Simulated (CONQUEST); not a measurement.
Crystal: CdS (Greenockite).

```
Cd S
1.0
     4.15000    0.00000    0.00000
     0.00000    6.73700    0.00000
     0.00000    0.00000    7.18801
Cd S
4 4
Direct
  0.00000 0.50000 0.33333
  0.50000 0.50000 0.83333
  0.00000 0.00000 0.66667
  0.50000 0.00000 0.16667
  0.00000 0.87500 0.33333
  0.50000 0.87500 0.83333
  0.00000 0.37500 0.66667
  0.50000 0.37500 0.16667
```

* Program: CONQUEST 1.3
* Task: single point
* Functional: PBE
* Potentials or basis: PseudoDojo NC PBE, DZP, grid cutoff 120 Ha
* k mesh: 7 × 4 × 4
* Occupations: fermi-dirac, width 0.05 eV
* Spin: no spin polarisation

On this cell: pressure 3.0 GPa; largest force 0.075 eV/Å; band gap on the k mesh 1.36 eV.

The same run follows on a disturbed copy (atoms moved at random, drawn with an rms of 0.05 Å):

```
Cd S
1.0
     4.15000    0.00000    0.00000
     0.00000    6.73700    0.00000
     0.00000    0.00000    7.18801
Cd S
4 4
Cartesian
  0.0359 3.3565 2.3446
  2.1109 3.3565 5.9387
  2.0652 0.0161 1.1945
  4.1402 0.0161 4.7885
  0.0052 5.8799 2.3813
  2.0802 5.8799 5.9753
  0.0033 2.5271 4.8138
  2.0783 2.5271 1.2198
```

Problem. What changes?

Solution. The energy moves by +5.8 meV/atom; pressure 3.1 GPa; largest force 0.456 eV/Å; band gap on the k mesh 1.35 eV.

Forces in eV/Å, atoms in the order of the input:
```
Cd  -0.218  0.003  0.371
Cd  -0.218  0.003  0.371
Cd   0.086 -0.238 -0.049
Cd   0.086 -0.238 -0.049
S   -0.083  0.166  0.075
S   -0.083  0.166  0.075
S    0.228  0.054 -0.392
S    0.228  0.054 -0.392
```

Stress tensor (GPa, compression positive):
```
 3.60 -0.18 -0.46
-0.18  3.73  0.38
-0.46  0.38  1.86
```

The forces don't sum to zero, so they hold noise of the program's grid.

Caveats: an odd mesh through Γ misses points on the zone boundary, where band edges often lie; the basis of atomic orbitals isn't converged, which shifts pressures, moduli and gaps.
